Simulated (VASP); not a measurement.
**TiSi2: band structure with PBE**

The system is TiSi2.

```
Ti Si
1.0
     0.00000    4.11752    4.26290
     2.38951    0.00000    4.26290
     2.38951    4.11752    0.00000
Ti Si
2 4
Direct
  0.75000 0.75000 0.75000
  0.50000 0.50000 0.50000
  0.41257 0.08743 0.41257
  0.08743 0.41257 0.08743
  0.16257 0.83743 0.16257
  0.83743 0.16257 0.83743
```

The cell is a database's computed one.

```json
{"Program": "VASP 6.6.1", "Task": "band structure", "Functional": "PBE", "Potentials or basis": "VASP PAW PBE potentials, release 64 (Ti_sv_GW, Si_GW)", "Cutoff": "600 eV", "k mesh": "5 × 5 × 5", "Occupations": "fermi-dirac, width 0.05 eV", "Spin": "no spin polarisation", "Further INCAR settings": "ALGO = Normal; EDIFF = 1e-06; NBANDS = 29"}
```

```yaml
Pressure: 1.6 GPa
Largest_force: 0.034 eV/Å
Band_gap_along_the_path: none (metal or under the smearing width)
```

Forces in eV/Å, atoms in the order of the input:
```
Ti   0.000  0.000  0.000
Ti   0.000  0.000  0.000
Si   0.000 -0.034  0.000
Si   0.000  0.034  0.000
Si   0.000 -0.034  0.000
Si   0.000  0.034  0.000
```

Stress tensor (GPa, compression positive):
```
1.21 0.00 0.00
0.00 0.51 0.00
0.00 0.00 3.16
```

Levels at the corners of the path, in eV from the Fermi level:
```csv
point,band 17,band 18,band 19,band 20,band 21,band 22,band 23,band 24
Γ,-2.19,-1.98,-1.70,-1.28,-0.85,2.16,3.23,3.44
Y,-2.27,-2.27,-0.79,-0.79,1.36,1.36,3.39,3.40
Y,-2.27,-2.27,-0.79,-0.79,1.36,1.36,3.39,3.40
T,-1.05,-1.05,-0.58,-0.58,0.93,0.93,2.37,2.37
T,-1.05,-1.05,-0.58,-0.58,0.93,0.93,2.37,2.37
Z,-1.49,-1.49,-0.89,-0.89,0.83,0.83,3.31,3.34
Z,-1.49,-1.49,-0.89,-0.89,0.83,0.83,3.31,3.32
Γ,-2.19,-1.98,-1.70,-1.28,-0.85,2.16,3.22,3.44
Γ,-2.19,-1.98,-1.70,-1.28,-0.85,2.16,3.23,3.44
X,-1.27,-0.32,0.13,0.21,0.82,1.02,1.87,2.61
X,-1.27,-0.32,0.13,0.21,0.82,1.02,1.87,2.61
A1,-1.61,-1.61,-1.31,-1.31,1.49,1.49,2.23,2.23
A1,-1.61,-1.61,-1.31,-1.31,1.49,1.49,2.23,2.23
Y,-2.27,-2.27,-0.79,-0.79,1.36,1.36,3.38,3.39
T,-1.05,-1.05,-0.58,-0.58,0.93,0.93,2.37,2.37
X1,-1.27,-0.32,0.13,0.21,0.82,1.02,1.87,2.61
X,-1.27,-0.32,0.13,0.21,0.82,1.02,1.87,2.61
A,-1.61,-1.61,-1.31,-1.31,1.49,1.49,2.23,2.23
A,-1.61,-1.61,-1.31,-1.31,1.49,1.49,2.23,2.23
Z,-1.49,-1.49,-0.89,-0.89,0.83,0.83,3.31,3.32
L,-1.85,-0.97,0.06,0.23,1.07,1.47,1.76,2.34
Γ,-2.19,-1.98,-1.70,-1.28,-0.85,2.16,3.22,3.44
```

Run time: 20 min on 1 thread of AMD EPYC 7R13 Processor (Zen 3), on a shared host, peak memory 0.3 GiB.
